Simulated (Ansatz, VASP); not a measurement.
**Sb: VASP beside Ansatz**

Contents of INCAR:

```
SYSTEM = Sb
PREC     = Accurate       ! precision mode
ENCUT    = 600            ! plane-wave cutoff, eV
EDIFF    = 1E-6           ! SCF threshold, eV
ISMEAR   = 0              ! smearing method
SIGMA    = 0.1            ! smearing width, eV
LREAL    = .False.        ! projectors in reciprocal space
LASPH    = .True.         ! aspherical terms in the spheres
NELM     = 60             ! most SCF steps
ALGO     = Normal         ! electronic algorithm
ISIF     = 3              ! what is computed and relaxed
LWAVE    = .False.        ! write WAVECAR
LCHARG   = .False.        ! write CHGCAR
GGA      = PS             ! functional
IBRION   = 2              ! ionic algorithm
NSW      = 100            ! ionic steps
EDIFFG   = -0.005         ! ionic threshold
```

KPOINTS

```
regular mesh
0
Gamma
  14 14 14
  0 0 0
```

File POSCAR:

```
Sb
1.0
    3.0833436100      0.0000000000      0.0000000000
    0.0000000000      3.0833436100      0.0000000000
    0.0000000000      0.0000000000      3.0833436100
Sb
1
Direct
    0.0000000000      0.0000000000      0.0000000000
```

Input for Ansatz:

```yaml
crystal:
  lattice:
    - [3.08334361, 0.0, 0.0]
    - [0.0, 3.08334361, 0.0]
    - [0.0, 0.0, 3.08334361]
  atoms:
    - { symbol: Sb, position: [0.0, 0.0, 0.0] }
basis:
  ecutwfc: 420
kpoints:
  mp_grid: { grid: [14, 14, 14] }
hamiltonian:
  xc: pbesol
scf:
  occupations: { method: gaussian, width: 0.1 }
output:
  forces: true
  stress: true
  eigenvalues: true
relax:
  adjacent_minimum: "off"
  f_tol: 0.005
  max_steps: 80
  cell: { stress_tol: 0.05 }
```

This isn't the form of Sb at room conditions, which is rhombohedral.

Alike in both runs: task relaxation of cell and atoms; functional PBEsol; k mesh 14 × 14 × 14; occupations gaussian, width 0.1 eV; no spin polarisation.

|  | VASP | Ansatz |
| --- | --- | --- |
| version | VASP 6.6.1 | Ansatz 0.2.0 |
| potentials or method | VASP PAW PBE potentials, release 64 (Sb) | scalar-relativistic, plane waves, PAW |
| plane-wave cutoff (eV) | 600 | 420 |
| valence electrons in the cell | 5 | 15 |

```tsv
	VASP	Ansatz	Ansatz less VASP
gap on the k mesh at the Fermi level, each at its own relaxed structure (eV)	none	none	-
relaxed volume (Å³/atom)	28.75	28.70	-0.042
relaxed cell length with the largest relative difference (Å)	3.063	3.062	-0.0015
energy change over the relaxation (meV/atom)	-2	-2	-0.4
```

A gap of «none» marks a metal or a gap that the smearing closes. The two sets of potentials don't hold the same shells in valence.

Caveats: the PAW data sets were made with another functional, which shifts forces and pressure a little (VASP). The runs have no spin-orbit coupling, so splittings on Sb are missing.
